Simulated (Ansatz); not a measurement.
A relaxed cell of HfO2 is given with its symmetry left out. The cell was relaxed from a distorted copy of a database structure.

All numbers below come from DFT PBE, scalar-relativistic, plane waves, PAW in Ansatz. Cutoff 420 eV, Γ-centred mesh, Gaussian smearing, no spin polarisation.

```
CELL_PARAMETERS angstrom
0.00000 2.54876 2.54876
2.54876 0.00000 2.54876
2.54876 2.54876 0.00000
ATOMIC_POSITIONS crystal
Hf 0.00000 0.00000 0.00000
O 0.75000 0.75000 0.75000
O 0.25000 0.25000 0.25000
```

The zero of energy is the elements' standard structures at the same level (O₂ as a molecule); no fitted shifts are applied.

Question: What space group does it have?

Answer: Fm-3m (No. 225), the fluorite type. Conventional cell: a = 5.098 Å. Around Hf lie 8 O at 2.21 Å; around O lie 4 Hf at 2.21 Å and 6 O at 2.55 Å.

Question: How far does it lie from the elements in energy?

Answer: −3.371 eV/atom. It lies below the elements, which doesn't yet make it stable against other compounds or structures.

Question: Is it a metal?

Answer: No, the gap on the 8×8×8 mesh is 3.75 eV.

The last run used an 8×8×8 mesh for its 3-atom cell and Gaussian smearing of 0.02 eV. Spin–orbit coupling, which can matter for Hf, is left out. Kohn–Sham gaps at this level usually fall short of measured ones. A later test with randomly moved atoms came back to the same energy, though modes that don't fit the test's cell weren't probed.
